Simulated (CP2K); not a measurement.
# KBr under changes of volume

One of the cells (33.055 Å³/atom); the others are scaled copies at fixed shape and fractional positions:

```
Br K
1.0
     4.04350    0.00000    0.00000
     0.00000    4.04350    0.00000
     0.00000    0.00000    4.04350
Br K
1 1
Direct
  0.50000 0.50000 0.50000
  0.00000 0.00000 0.00000
```

Measurements of this composition are mostly on another form, of space group No. 225.

| Property | Result |
| --- | --- |
| Program | CP2K 2026.2 |
| Functional | PBE |
| Potentials or basis | POTENTIAL_UZH Br GTH-PBE-q7, K GTH-PBE-q9; TZVP-MOLOPT-PBE-GTH basis |
| Density cutoff | 6123 eV |
| k mesh | 7 × 7 × 7 |
| Occupations | fermi-dirac, width 0.05 eV |
| Spin | no spin polarisation |

```csv
volume (Å³/atom),energy over the lowest point (meV/atom),pressure (GPa),gap on the mesh (eV)
31.072,6.45,1.1,4.04
31.733,2.72,0.7,3.97
32.394,0.63,0.3,3.90
33.055,0.00,0.0,3.84
33.716,?,?,?
34.378,2.49,-0.6,3.72
35.039,5.35,-0.8,3.67
```

Problem. What does the run at 33.716 Å³/atom give?

Solution. Energy over the lowest point 0.67 meV/atom; pressure -0.3 GPa; gap on the mesh 3.78 eV.

Worked out: A Birch-Murnaghan fit of order 3 (a polynomial in V^(-2/3)) to the other rows has its minimum at 33.03 Å³/atom with B0 = V·E''(V) = 15.8 GPa and B' = 4.8. It gives 0.66 meV/atom at 33.716 Å³/atom, against the run's 0.67, and -dE/dV = -0.3 GPa, against -0.3. A straight line through the other rows of the gap, of slope -3.08 eV per unit of ln V, gives 3.78 eV, against the run's 3.78.

Energies are extrapolated to zero smearing.

Caveats: an odd mesh through Γ misses points on the zone boundary, where band edges often lie; the basis of atomic orbitals isn't converged, which shifts pressures, moduli and gaps. Spin-orbit coupling on Br is left out.
